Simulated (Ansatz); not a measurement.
# Pd (P6_3/mmc) in Ansatz: a series of runs

The runs below take Pd through relaxation of cell and atoms, single point, with BLYP+D3(BJ), PBE.

Everything below comes from runs of Ansatz 0.2.0. Logs are shortened: lines on timing, memory, paths and dates and some standing lists are left out, and cuts for length are marked.

**1. The structure**

It takes space group P6_3/mmc (No. 194, hexagonal). The conventional cell has a = 2.784 Å, b = 2.784 Å, c = 4.629 Å, α = 90.00°, β = 90.00°, γ = 120.00°. Pd (site symmetry -6m2) is surrounded by 12 Pd at 2.78 to 2.82 Å.

This isn't the form of Pd at room conditions, which is fcc.

**2. Relaxation of cell and atoms, BLYP+D3(BJ)**

The input, input.yaml:

```yaml
crystal:
  lattice:
    - [2.7836650458, 0.0, 0.0]
    - [-1.3918325229, 2.4107246453, 0.0]
    - [0.0, 0.0, 4.628893]
  atoms:
    - { symbol: Pd, position: [0.3333333333, 0.6666666667, 0.25] }
    - { symbol: Pd, position: [0.6666666667, 0.3333333333, 0.75] }
hamiltonian:
  xc: blyp
  pseudopotentials: { kind: paw }
  dispersion: d3bj
kpoints:
  mp_grid: { grid: [11, 11, 6] }
scf:
  occupations: { method: fermi_dirac, width: 0.05 }
output:
  forces: true
  stress: true
  eigenvalues: true
relax:
  f_tol: 0.01
  max_steps: 40
  cell: { stress_tol: 0.05 }
```

Potentials or basis: Ansatz PAW.

Command:

```console
ansatz run input.yaml --threads 2 --pin off --max-ram 5632MiB --backend cpu --events-out ev --progress --plain --runs-dir out
```

Output:

```text
Warning: RAYON_NUM_THREADS=2 ignored (pool sized by the plan → 2); use --threads N
Engine: ansatz 0.2.0, aarch64-unknown-linux-gnu
Pseudopotentials: kind: paw
Pseudopotential: Pd, paw, valence charge 18, recommended cutoff 420 eV (normal), Pd.paw.azcp
Functional definition: BLYP
  parameter beta = 0.0042
  parameter a = 0.04918
  parameter b = 0.132
  parameter c = 0.2533
  parameter d = 0.349
  exchange = b88_x(beta = beta)
  correlation = lyp_c(a = a, b = b, c = c, d = d)
Crystal: 2 atoms, lattice volume = 31.063 Å³
Basis set: ecut = 420 eV, 591 PW (Γ), exchange–correlation on 40×40×64 points (8 copies of the dense FFT grid, shifted against one another)
Bands: 22, of which v1, the nominal top of the filled ones, is band 18 counted from 1 (17 counted from 0)
Symmetry: 24 space group operations
Space group: P63/mmc (ITA 194), of the structure as read, at distance tolerance 3.1e-5 Å
k-points: 64 of 726
Non-local potential: Pd, projectors of the file, l = 0: 2, l = 1: 2, l = 2: 2, l = 3: 1
PAW form: soft (Blöchl's): semilocal exchange-correlation on the pseudo side does not see the compensation charge
PAW frozen core: Pd, regenerated for the run's functional, and the local potential with it (the file was generated under x = pbe(κ = 0.804, μ = 0.2195149727645171), c = pbe(β = 0.06672455060314922))
PAW one-centre angular grid: Pd, 590 points (default); XC on 64 Gauss nodes
Initial density: superposition of atomic densities (neutral atoms: chi_scale 0, normalization atom), corrected by the library's trained network
Initial wavefunctions: pseudopotential atomic-orbital guess
Functional: x = b88, c = lyp
SCF iter   1: F=—  HF=-13978.002295 eV  |F-HF|=—  |Δ(HF+E_count)|=         —  Δρ=1.58e-2  dr2=7.69e-2  ethr=1.77e-3  ⟨swp⟩=5.7  Hψ=6384  notcnv=0
preconditioner: auto → Kerker (q_TF=auto, 2.796 Å⁻¹)  [metal: Δε(μ)=0.004 eV  Ē_g=9.100 eV  σ=0.050 eV  W_gap=0.02  n_scr=10 (ndim 8)  ℏωp=29.8 eV  f_vac=0.000  D(μ)=5.89/eV (n_scr^D=98)]
SCF iter   2: F=—  HF=-13977.988656 eV  |F-HF|=—  |Δ(HF+E_count)|=   1.36e-2  Δρ=7.10e-3  dr2=1.56e-2  ethr=2.13e-4  ⟨swp⟩=2.0  Hψ=2132  notcnv=0
SCF iter   3: F=—  HF=-13977.986305 eV  |F-HF|=—  |Δ(HF+E_count)|=   2.35e-3  Δρ=1.82e-3  dr2=8.90e-4  ethr=4.32e-5  ⟨swp⟩=2.4  Hψ=1994  notcnv=0
SCF iter   4: F=—  HF=-13977.986403 eV  |F-HF|=—  |Δ(HF+E_count)|=   9.75e-5  Δρ=3.47e-4  dr2=2.33e-5  ethr=2.47e-6  ⟨swp⟩=2.4  Hψ=1951  notcnv=0
SCF iter   5: F=—  HF=-13977.986419 eV  |F-HF|=—  |Δ(HF+E_count)|=   1.62e-5  Δρ=9.42e-5  dr2=1.94e-6  ethr=6.48e-8  ⟨swp⟩=2.0  Hψ=1860  notcnv=0
SCF iter   6: F=—  HF=-13977.986420 eV  |F-HF|=—  |Δ(HF+E_count)|=   1.50e-6  Δρ=2.94e-5  dr2=1.73e-7  ethr=5.39e-9  ⟨swp⟩=2.0  Hψ=1895  notcnv=0
SCF iter   7: F=-13977.986420 eV  HF=-13977.986420 eV  |F-HF|=1.71e-9  |Δ(HF+E_count)|=   1.67e-7  Δρ=5.60e-6  dr2=8.12e-9  ethr=2.78e-10  ⟨swp⟩=5.0  Hψ=5451  notcnv=0
SCF 1 converged in 7 iterations: F = -13977.986420 eV  dr2 = 8.12e-9
relax step   1: F+E_penalty+E_count = -13977.98642046 eV  Δ(F+E_penalty+E_count) = +0.000e0 eV  max|allowed force component| = 3.701e-17 eV/Å  Δτ_max = 0.0000 Å  P = -6.977 GPa  Ω = 31.063 Å³  (7 SCF iters, dr2 threshold 1.00e-7 eV, accepted)
Crystal: 2 atoms, lattice volume = 28.592 Å³
Basis set: ecut = 420 eV, 549 PW (Γ), exchange–correlation on 40×40×64 points (8 copies of the dense FFT grid, shifted against one another)
Initial density: handed on by an earlier stage of this run
Initial wavefunctions: those handed on with the density
iter 1 solved again at ethr=3.11e-5 eV; its pass at ethr=3.10e-3 eV (dr2=1.12e-2 eV) is discarded
SCF iter   1: F=—  HF=-13977.990177 eV  |F-HF|=—  |Δ(HF+E_count)|=         —  Δρ=7.16e-3  dr2=1.12e-2  ethr=3.11e-5  ⟨swp⟩=1.0  Hψ=7578  notcnv=0
preconditioner: auto → Kerker (q_TF=auto, 2.835 Å⁻¹)  [metal: Δε(μ)=0.014 eV  Ē_g=9.802 eV  σ=0.050 eV  W_gap=0.07  n_scr=10 (ndim 8)  ℏωp=31.1 eV  f_vac=0.000  D(μ)=5.36/eV (n_scr^D=98)]
SCF iter   2: F=—  HF=-13977.988512 eV  |F-HF|=—  |Δ(HF+E_count)|=   1.66e-3  Δρ=4.30e-3  dr2=3.69e-3  ethr=3.11e-5  ⟨swp⟩=1.0  Hψ=1408  notcnv=0
SCF iter   3: F=—  HF=-13977.987933 eV  |F-HF|=—  |Δ(HF+E_count)|=   5.79e-4  Δρ=6.08e-4  dr2=8.50e-5  ethr=1.02e-5  ⟨swp⟩=2.1  Hψ=1986  notcnv=0
SCF iter   4: F=—  HF=-13977.987945 eV  |F-HF|=—  |Δ(HF+E_count)|=   1.19e-5  Δρ=1.73e-4  dr2=4.76e-6  ethr=2.36e-7  ⟨swp⟩=2.5  Hψ=2045  notcnv=0
SCF iter   5: F=—  HF=-13977.987950 eV  |F-HF|=—  |Δ(HF+E_count)|=   5.02e-6  Δρ=3.78e-5  dr2=2.16e-7  ethr=1.32e-8  ⟨swp⟩=2.0  Hψ=1898  notcnv=0
SCF iter   6: F=-13977.987950 eV  HF=-13977.987950 eV  |F-HF|=1.60e-8  |Δ(HF+E_count)|=   1.45e-7  Δρ=1.11e-5  dr2=2.28e-8  ethr=5.56e-10  ⟨swp⟩=4.4  Hψ=4849  notcnv=0
SCF 2 converged in 6 iterations: F = -13977.987950 eV  dr2 = 2.28e-8
[... 47 lines left out ...]
SCF iter   3: F=—  HF=-13978.016659 eV  |F-HF|=—  |Δ(HF+E_count)|=   1.82e-7  Δρ=1.63e-5  dr2=2.48e-8  ethr=1.75e-9  ⟨swp⟩=1.0  Hψ=1408  notcnv=0
iter 4 did not close the SCF: its close was put off for the readings that it lacked (scf_convergence_deferred on its scf_iter line)
SCF iter   4: F=-13978.016659 eV  HF=-13978.016659 eV  |F-HF|=4.37e-11  |Δ(HF+E_count)|=   1.98e-9  Δρ=2.13e-6  dr2=5.75e-10  ethr=6.90e-11  ⟨swp⟩=1.1  Hψ=1444  notcnv=0
iter 5 did not close the SCF: its close was put off for the readings that it lacked (scf_convergence_deferred on its scf_iter line)
SCF iter   5: F=-13978.016659 eV  HF=-13978.016659 eV  |F-HF|=1.46e-11  |Δ(HF+E_count)|=  1.09e-10  Δρ=6.42e-7  dr2=6.32e-11  ethr=1.60e-12  ⟨swp⟩=2.3  Hψ=1921  notcnv=0
SCF iter   6: F=-13978.016659 eV  HF=-13978.016659 eV  |F-HF|=3.64e-12  |Δ(HF+E_count)|=    0.00e0  Δρ=1.48e-7  dr2=3.82e-12  ethr=1.00e-12  ⟨swp⟩=1.5  Hψ=3511  notcnv=0
SCF 6 converged in 6 iterations: F = -13978.016659 eV  dr2 = 3.82e-12
relax step   6: F+E_penalty+E_count = -13978.01665900 eV  Δ(F+E_penalty+E_count) = -4.217e-6 eV  max|allowed force component| = 3.701e-17 eV/Å  Δτ_max = 0.0000 Å  P = +0.000 GPa  Ω = 29.766 Å³  energy of the carried Pulay correction = +4.600e-4 eV  (6 SCF iters, dr2 threshold 1.92e-8 eV, accepted)
Initial wavefunctions: pseudopotential atomic-orbital guess (no wavefunctions were taken with the density)
iter 1 solved again at ethr=2.95e-9 eV; its pass at ethr=3.10e-3 eV (dr2=1.06e-6 eV) is discarded
SCF iter   1: F=—  HF=-13978.016151 eV  |F-HF|=—  |Δ(HF+E_count)|=         —  Δρ=9.72e-5  dr2=4.80e-7  ethr=2.95e-9  ⟨swp⟩=3.6  Hψ=10417  notcnv=0
SCF iter   2: F=—  HF=-13978.016148 eV  |F-HF|=—  |Δ(HF+E_count)|=   3.71e-6  Δρ=4.96e-5  dr2=1.22e-7  ethr=1.33e-9  ⟨swp⟩=2.1  Hψ=2322  notcnv=0
SCF iter   3: F=—  HF=-13978.016148 eV  |F-HF|=—  |Δ(HF+E_count)|=   9.71e-8  Δρ=9.28e-6  dr2=7.98e-9  ethr=3.39e-10  ⟨swp⟩=2.6  Hψ=2671  notcnv=0
SCF iter   4: F=—  HF=-13978.016148 eV  |F-HF|=—  |Δ(HF+E_count)|=   3.55e-9  Δρ=5.36e-7  dr2=3.71e-11  ethr=2.22e-11  ⟨swp⟩=2.0  Hψ=1810  notcnv=0
iter 5 did not close the SCF: its close was put off for the readings that it lacked (scf_convergence_deferred on its scf_iter line)
SCF iter   5: F=-13978.016148 eV  HF=-13978.016148 eV  |F-HF|=3.64e-12  |Δ(HF+E_count)|=  4.37e-11  Δρ=1.17e-7  dr2=3.59e-12  ethr=1.00e-12  ⟨swp⟩=1.0  Hψ=1408  notcnv=0
SCF iter   6: F=-13978.016148 eV  HF=-13978.016148 eV  |F-HF|=1.82e-12  |Δ(HF+E_count)|=  1.82e-12  Δρ=3.30e-8  dr2=2.74e-13  ethr=1.00e-12  ⟨swp⟩=3.5  Hψ=5003  notcnv=0
SCF 7 converged in 6 iterations: F = -13978.016148 eV  dr2 = 2.74e-13
relax step   7: F+E_penalty+E_count = -13978.01614773 eV  Δ(F+E_penalty+E_count) = +5.113e-4 eV  max|allowed force component| = 3.701e-17 eV/Å  Δτ_max = 0.0000 Å  P = +0.017 GPa  Ω = 29.766 Å³  stress off target by 2.05e-2 GPa  SCF on the basis re-selected at this cell (its energy is not comparable with the rows above)  (6 SCF iters)
basis re-selected at this cell: Δ(F+E_penalty+E_count) = +5.113e-4 eV, ΔP = +0.017 GPa vs the last step (what re-selecting the basis moved, of the pressure what is left beyond the Pulay correction that the steps carried, after the strain that the cell walked since its last selection, with what the two solves' SCF thresholds leave and, on support functions, any second-order correction that the steps lacked; it is no measure of the basis error at this ecutwfc). This SCF's stress stands 2.05e-2 GPa from its target on what of the cell is left free (relax.cell.stress_tol is 5.00e-2 GPa) and its largest allowed force component is 3.70e-17 eV/Å (relax.f_tol is 1.00e-2 eV/Å): within both
SCF converged after 6 iterations
Free energy (F): -13978.016148 eV
Harris-Foulkes:  -13978.016148 eV  (|F-HF|=1.82e-12)
Internal energy: -13977.971510 eV  (E = F + TS)
E sigma→0 (E₀):  -13977.993829 eV
Entropy (-TS):   -0.044638 eV (-22.319 meV/atom)
Fermi energy:    20.069279 eV
--- Per-component energies (eV) ---
  E_band       = -261.202150
  E_kinetic    = 1030.442354
  E_local      = -3529.987430  (includes V_loc(G=0)·N_el)
  E_nonlocal   = 432.012505
  E_hartree    = 1438.907931
  E_xc         = -332.471093
  E_vxc        = -416.520682  (∫ρ·V_xc dr)
  E_paw        = -7536.349639  (= ΣΔE_a)
  E_vpaw       = -654.965206  (= ΣTr[D̂ρ^β])
  E_aug_tail   = 0.000425  (compensation charges beyond the density's cutoff)
  E_ewald      = -5477.666412
  E_disp       = -3.033807  (pairwise vdW)
  E_core_change = 0.173656  (= ΣΔE_core)
  E_smearing   = -0.044638  (= −TS)
  E_closure    = -0.000000  (closes the sum)
  Σ components = -13978.016148   (vs F -13978.016148, Δ=0.00e0)
--- Forces (eV/Å), atoms counted from 1 ---
  atom   1  Pd     0.00000000     0.00000000     0.00000000
  atom   2  Pd     0.00000000    -0.00000000     0.00000000
  max |Σ_I F_I| component: 0.00e0 eV/Å
--- Stress (GPa, compression-positive) ---
        0.015494       0.000000       0.000000
       -0.000000       0.015494       0.000000
        0.000000       0.000000       0.020525
  P = ⅓ Tr σ = 0.0172 GPa (0.172 kbar)
--- Band table (eV; the first three rows and the last of 64) ---
  k-point 0: bands = ["-63.9766", "-63.9292", "-29.8240", "-29.5531", "-29.5531", "-29.5027", "-29.5027", "-29.4482", "13.1294", "14.8624", "17.1251", "17.3409", "17.3409", "17.6823", "17.6823", "18.3961", "18.3961", "19.8095", "19.8095", "21.1579", "26.9533", "37.4529"]
  k-point 1: bands = ["-63.9734", "-63.9324", "-29.7993", "-29.5498", "-29.5498", "-29.5060", "-29.5060", "-29.4738", "13.3690", "14.9053", "17.0664", "17.2901", "17.2901", "17.6098", "17.6098", "18.5708", "18.5708", "19.7749", "19.7749", "20.1285", "28.3445", "37.0096"]
  k-point 2: bands = ["-63.9648", "-63.9411", "-29.7314", "-29.5435", "-29.5405", "-29.5405", "-29.5153", "-29.5153", "14.0122", "14.9560", "16.9850", "17.2451", "17.2451", "17.4476", "17.4476", "18.4250", "18.9521", "18.9521", "19.6342", "19.6342", "31.1513", "36.2389"]
  k-point 63: bands = ["-63.9098", "-63.9098", "-29.8225", "-29.8225", "-29.7391", "-29.7391", "-29.5405", "-29.5405", "15.9215", "15.9215", "16.5577", "16.5577", "17.3459", "17.3459", "18.3430", "18.3430", "19.9058", "19.9058", "26.5366", "26.5366", "28.8449", "28.8449"]
--- Relaxed structure (6 steps of the walk, 6 accepted, 1 SCFs on fresh bases) ---
  F+E_penalty+E_count = -13978.01614773 eV   max|allowed force component| = 3.701e-17 eV/Å   (the final SCF, on the basis selected at the relaxed cell)
  cell:  # Å, volume = 29.7660 Å³
    - [2.740517974362524, -1.776529076918103e-36, 0.0]
    - [-1.370258987181262, 2.3733581853258174, 0.0]
    - [0.0, 0.0, 4.576405097484857]
  atoms:
    - { symbol: Pd, position: [0.33333333333333326, 0.6666666666666665, 0.24999999999999997] }
    - { symbol: Pd, position: [0.6666666666666666, 0.33333333333333326, 0.7499999999999999] }
```

Wall time 8.2 s (2 threads of Arm Neoverse V1, shared host); peak memory 0.32 GiB.

What came out:

* Free energy: -13978.0161 eV
* Relaxed volume: 14.88 Å³/atom
* Relaxed cell: a = 2.741 Å, b = 2.741 Å, c = 4.576 Å, α = 90.00°, β = 90.00°, γ = 120.00°
* Space group after relaxing (to 0.05 Å): P6_3/mmc (No. 194)
* Energy gained by relaxing: 14.9 meV/atom
* Ionic steps: 7
* Pressure after relaxing: 0.0 GPa
* Band gap on the k mesh: none (metal or under the smearing width)

Step by step:
| step | energy change (eV) | largest force (eV/Å) | volume (Å³) |
| --- | --- | --- | --- |
| 1 | 0.0000 | 0.0000 | 31.06 |
| 2 | -0.0015 | 0.0000 | 28.59 |
| 3 | -0.0299 | 0.0000 | 29.88 |
| 4 | -0.0302 | 0.0000 | 29.77 |
| 5 | -0.0302 | 0.0000 | 29.76 |
| 6 | -0.0302 | 0.0000 | 29.77 |
| 7 | -0.0297 | 0.0000 | 29.77 |

Final structure:
```cif
data_structure
_symmetry_space_group_name_H-M 'P 1'
_symmetry_Int_Tables_number 1
_cell_length_a 2.7405
_cell_length_b 2.7405
_cell_length_c 4.5764
_cell_angle_alpha 90.000
_cell_angle_beta 90.000
_cell_angle_gamma 120.000
_cell_volume 29.77
loop_
_atom_site_label
_atom_site_type_symbol
_atom_site_fract_x
_atom_site_fract_y
_atom_site_fract_z
_atom_site_occupancy
Pd1 Pd 0.33333 0.66667 0.25000 1
Pd2 Pd 0.66667 0.33333 0.75000 1
```

Caveat: the plane-wave basis is chosen anew once the cell has moved, so the energies of steps on either side of that aren't comparable; pairwise dispersion overbinds metals, which lowers pressure and volume; the PAW data sets come from PBE, with cores solved anew for the run's functional, which leaves a small shift of forces and pressure.

**3. Single point, PBE**

Edit input.yaml of step 2 so:

```diff
@@ -9,5 +9,4 @@
 hamiltonian:
-  xc: blyp
+  xc: pbe
   pseudopotentials: { kind: paw }
-  dispersion: d3bj
 kpoints:
@@ -15,3 +14,3 @@
 scf:
-  occupations: { method: fermi_dirac, width: 0.05 }
+  occupations: { method: gaussian, width: 0.011 }
 output:
@@ -20,5 +19 @@
   eigenvalues: true
-relax:
-  f_tol: 0.01
-  max_steps: 40
-  cell: { stress_tol: 0.05 }
```

Potentials or basis: Ansatz PAW.

Command:

```console
ansatz run input.yaml --threads 2 --pin off --max-ram 5632MiB --backend cpu --events-out ev --progress --plain --runs-dir out
```

Output:

```text
Warning: RAYON_NUM_THREADS=2 ignored (pool sized by the plan → 2); use --threads N
Engine: ansatz 0.2.0, aarch64-unknown-linux-gnu
Pseudopotentials: kind: paw
Pseudopotential: Pd, paw, valence charge 18, recommended cutoff 420 eV (normal), Pd.paw.azcp
Functional definition: PBE
  parameter kappa = 0.804
  parameter beta = 0.06672455060314922
  exchange = pbe_x(kappa = kappa, mu = beta*pi^2/3)
  correlation = pbe_c(beta = beta)
Crystal: 2 atoms, lattice volume = 31.063 Å³
Basis set: ecut = 420 eV, 591 PW (Γ), exchange–correlation on 40×40×64 points (8 copies of the dense FFT grid, shifted against one another)
Bands: 22, of which v1, the nominal top of the filled ones, is band 18 counted from 1 (17 counted from 0)
[... 35 lines left out ...]
  E_vpaw       = -658.770576  (= ΣTr[D̂ρ^β])
  E_aug_tail   = 0.000449  (compensation charges beyond the density's cutoff)
  E_ewald      = -5400.472451
  E_smearing   = -0.000377  (= −TS)
  E_closure    = -0.000000  (closes the sum)
  Σ components = -13945.614579   (vs F -13945.614579, Δ=0.00e0)
--- Forces (eV/Å), atoms counted from 1 ---
  atom   1  Pd     0.00000000     0.00000000     0.00000000
  atom   2  Pd     0.00000000    -0.00000000     0.00000000
  max |Σ_I F_I| component: 4.63e-18 eV/Å
--- Stress (GPa, compression-positive) ---
       -1.725284      -0.000000       0.000000
       -0.000000      -1.725284       0.000000
        0.000000       0.000000      -1.250887
  P = ⅓ Tr σ = -1.5672 GPa (-15.672 kbar)
--- Band table (eV; the first three rows and the last of 64) ---
  k-point 0: bands = ["-65.4809", "-65.4415", "-31.3065", "-31.0804", "-31.0804", "-31.0361", "-31.0361", "-30.9829", "11.7135", "13.5514", "15.7655", "15.9471", "15.9471", "16.2741", "16.2741", "16.9227", "16.9227", "18.2549", "18.2549", "19.4503", "25.1182", "35.4136"]
  k-point 1: bands = ["-65.4783", "-65.4442", "-31.2852", "-31.0775", "-31.0775", "-31.0391", "-31.0391", "-31.0049", "11.9458", "13.5869", "15.7060", "15.8970", "15.8970", "16.2040", "16.2040", "17.0900", "17.0900", "18.2236", "18.2236", "18.4716", "26.4612", "35.0093"]
  k-point 2: bands = ["-65.4711", "-65.4514", "-31.2267", "-31.0694", "-31.0694", "-31.0649", "-31.0472", "-31.0472", "12.5771", "13.6085", "15.6117", "15.8525", "15.8525", "16.0473", "16.0473", "16.8648", "17.4522", "17.4522", "18.0935", "18.0935", "29.1880", "34.2304"]
  k-point 63: bands = ["-65.4266", "-65.4266", "-31.3068", "-31.3068", "-31.2358", "-31.2358", "-31.0636", "-31.0636", "14.5771", "14.5771", "15.1691", "15.1691", "15.9066", "15.9066", "16.8840", "16.8840", "18.3362", "18.3362", "24.6120", "24.6120", "26.8715", "26.8715"]
```

It took 1 s on 2 threads of Arm Neoverse V2, shared host; peak memory 0.3 GiB.

Results:

* Free energy: -13945.6146 eV
* Pressure: -1.6 GPa
* Band gap on the k mesh: none (metal or under the smearing width)

Stress tensor (GPa, compression positive):
```
-1.73  0.00  0.00
 0.00 -1.73  0.00
 0.00  0.00 -1.25
```

**4. Relaxation of cell and atoms, PBE**

Edit input.yaml of step 3 so:

```diff
@@ -14,3 +14,3 @@
 scf:
-  occupations: { method: gaussian, width: 0.011 }
+  occupations: { method: fermi_dirac, width: 0.05 }
 output:
@@ -19 +19,5 @@
   eigenvalues: true
+relax:
+  f_tol: 0.01
+  max_steps: 40
+  cell: { stress_tol: 0.05 }
```

Command:

```console
ansatz run input.yaml --threads 2 --pin off --max-ram 5632MiB --backend cpu --events-out ev --progress --plain --runs-dir out
```

Run time: 6.6 s. Hardware: 2 threads of Arm Neoverse V2, shared host; peak memory 0.32 GiB.

It converged, with:

| Item | Value |
| --- | --- |
| Free energy | -13945.6420 eV |
| Relaxed volume | 15.40 Å³/atom |
| Relaxed cell | a = 2.773 Å, b = 2.773 Å, c = 4.625 Å, α = 90.00°, β = 90.00°, γ = 120.00° |
| Space group after relaxing (to 0.05 Å) | P6_3/mmc (No. 194) |
| Energy gained by relaxing | 0.6 meV/atom |
| Ionic steps | 6 |
| Pressure after relaxing | 0.0 GPa |
| Band gap on the k mesh | none (metal or under the smearing width) |

The path:
```
step  energy change (eV)  largest force (eV/Å)  volume (Å³)
   1              0.0000                0.0000        31.06
   2             -0.0005                0.0000        30.57
   3             -0.0013                0.0000        30.80
   4             -0.0013                0.0000        30.80
   5             -0.0013                0.0000        30.80
   6             -0.0012                0.0000        30.80
```

Final structure:
```
Pd
1.0
     2.77292    0.00000    0.00000
    -1.38646    2.40142    0.00000
     0.00000    0.00000    4.62521
Pd
2
Direct
  0.33333 0.66667 0.25000
  0.66667 0.33333 0.75000
```

Levels at points of the mesh, in eV from the Fermi level:
| k point | band 14 | band 15 | band 16 | band 17 | band 18 | band 19 | band 20 | band 21 | band 22 |
| --- | --- | --- | --- | --- | --- | --- | --- | --- | --- |
| (0.00, 0.00, 0.00) | -2.25 | -2.25 | -1.57 | -1.57 | -0.24 | -0.24 | 0.92 | 6.65 | 16.96 |
| (0.00, 0.00, -0.50) | -2.61 | -2.61 | -2.61 | -0.67 | -0.67 | -0.67 | -0.67 | 13.67 | 13.67 |

Caveat: the plane-wave basis is chosen anew once the cell has moved, so the energies of steps on either side of that aren't comparable.

**5. Summary**

| task | level | cell | smearing | gap on the mesh (eV) | pressure (GPa) | relaxed volume (Å³/atom) |
| --- | --- | --- | --- | --- | --- | --- |
| relaxation of cell and atoms | BLYP+D3(BJ) | relaxed | fermi-dirac 0.05 eV | none | 0.0 | 14.88 |
| single point | PBE | as given | gaussian 0.011 eV | none | -1.6 | - |
| relaxation of cell and atoms | PBE | relaxed | fermi-dirac 0.05 eV | none | 0.0 | 15.40 |

Alike in all rows: potentials or basis Ansatz PAW; no spin polarisation; k mesh 11 × 11 × 6; cutoff (eV) 420.

Caveats: the plane-wave basis is chosen anew once the cell has moved, so the energies of steps on either side of that aren't comparable (some runs); pairwise dispersion overbinds metals, which lowers pressure and volume (some runs); the PAW data sets come from PBE, with cores solved anew for the run's functional, which leaves a small shift of forces and pressure (some runs).

Absolute energies hang on the potentials; compare differences alone.
